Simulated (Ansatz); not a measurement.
This run works on a generated trial structure, not on a known crystal.

Input and command of a plane-wave DFT calculation in Ansatz:

```yaml
crystal:
  lattice:
    - [0.01297377, -2.7080995413, -0.0348491542]
    - [-5.4384812791, 0.0259475399, -0.0885166328]
    - [-0.0885166328, -0.0696983084, -5.5174512437]
  atoms:
    - { symbol: Al, position: [0.0013780467, -0.0044902213, 0.0011261269] }
    - { symbol: Al, position: [0.9868199274, -0.0089563818, 0.4983329658] }
    - { symbol: Al, position: [1.0307101589, 0.502949089, 0.0037918627] }
    - { symbol: Al, position: [0.981091867, 0.5104975141, 0.4967490446] }
basis:
  ecutwfc: 420
kpoints:
  mp_grid: { grid: [8, 4, 4] }
hamiltonian:
  xc: pbe
scf:
  occupations: { method: gaussian, width: 0.2 }
  lower_state_search: "off"
output:
  forces: true
  stress: true
  eigenvalues: true
relax:
  adjacent_minimum: "off"
  f_tol: 0.025
  max_steps: 60
  cell: { stress_tol: 0.25 }
```

```bash
ansatz run input.yaml --threads 1 --pin off --max-ram 2560MiB --backend cpu --events-out ev --progress --plain --runs-dir out
```

Processor: Arm Neoverse V1, 1 thread, on a host shared with other jobs.

Task: How long does it run, and how much memory does it take?

Result: About 2.2 min, peak memory 0.38 GiB. It solves 10 bands at 68 k points (after reduction by symmetry) with about 1333 plane waves (on the last cell), in 125 SCF iterations over 20 ionic steps.
